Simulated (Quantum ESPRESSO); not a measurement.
A calculation with Quantum ESPRESSO 7.5 of K (ASE script, structure from a P1 CIF):

The input run.py:

```python
import numpy as np
from ase.calculators.espresso import Espresso, EspressoProfile
from ase.io import read

atoms = read('K.cif')

input_data = {
    'control': {'calculation': 'scf', 'prefix': 'pwscf', 'outdir': './tmp', 'tprnfor': True, 'tstress': True, 'disk_io': 'nowf'},
    'system': {'ecutwfc': 60.0, 'ecutrho': 480.0, 'nbnd': 10, 'occupations': 'smearing', 'smearing': 'fd', 'degauss': 0.00367493},
    'electrons': {'conv_thr': 2e-10, 'electron_maxstep': 120, 'mixing_beta': 0.5},
}
pseudopotentials = {'K': 'K.pbe-spn-kjpaw_psl.1.0.0.UPF'}
profile = EspressoProfile(command='pw.x', pseudo_dir='pseudo')
atoms.calc = Espresso(profile=profile, input_data=input_data, pseudopotentials=pseudopotentials, kpts=(7, 7, 7), koffset=(0, 0, 0))

print(f'energy {atoms.get_potential_energy():.8f} eV')
print('forces (eV/A)')
print(np.round(atoms.get_forces(), 6))
print('stress (eV/A^3, Voigt)')
print(np.round(atoms.get_stress(), 8))
print(f'Fermi level {atoms.calc.get_fermi_level():.4f} eV')
```

Contents of K.cif:

```cif
data_K
_cell_length_a 4.67230841
_cell_length_b 4.67230841
_cell_length_c 4.67230841
_cell_angle_alpha 109.47122063
_cell_angle_beta 109.47122063
_cell_angle_gamma 109.47122063
_space_group_name_H-M_alt 'P1'
_space_group_name_Hall 'P 1'
_space_group_IT_number 1
loop_
_space_group_symop_operation_xyz
'x,y,z'
loop_
_atom_site_label
_atom_site_type_symbol
_atom_site_symmetry_multiplicity
_atom_site_Wyckoff_symbol
_atom_site_fract_x
_atom_site_fract_y
_atom_site_fract_z
_atom_site_occupancy
K1 K 1 a 0.0000000000 0.0000000000 0.0000000000 1
```

Potentials or basis: SSSP 1.3 efficiency PBE.

Command:

```console
$ OMP_NUM_THREADS=1 python run.py
```

Problem. Write the same calculation in another form: native input, structure typed inline.

Solution. As run:

pw.in

```
&CONTROL
  calculation = 'scf'
  prefix = 'pwscf'
  outdir = './tmp'
  pseudo_dir = './pseudo'
  tprnfor = .true.
  tstress = .true.
  disk_io = 'nowf'
/
&SYSTEM
  ibrav = 0
  nat = 1
  ntyp = 1
  ecutwfc = 60
  ecutrho = 480
  nbnd = 10
  occupations = 'smearing'
  smearing = 'fd'
  degauss = 0.00367493
/
&ELECTRONS
  conv_thr = 2d-10
  electron_maxstep = 120
  mixing_beta = 0.5
/
ATOMIC_SPECIES
K     39.0983 K.pbe-spn-kjpaw_psl.1.0.0.UPF
CELL_PARAMETERS angstrom
  -2.6975585167    2.6975585167    2.6975585167
   2.6975585167   -2.6975585167    2.6975585167
   2.6975585167    2.6975585167   -2.6975585167
ATOMIC_POSITIONS crystal
K      0.0000000000    0.0000000000    0.0000000000
K_POINTS automatic
7 7 7 0 0 0
```

Potentials or basis: SSSP 1.3 efficiency PBE.

The run is started by

```sh
$ OMP_NUM_THREADS=1 pw.x -in pw.in > pw.out
```

Both were run:

|  | ASE script, structure from a P1 CIF | native input, structure typed inline |
| --- | --- | --- |
| Pressure | -0.2 GPa | -0.2 GPa |
| Band gap on the k mesh | none (metal or under the smearing width) | none (metal or under the smearing width) |

Keys that steer only the numerical path or the files written may differ.
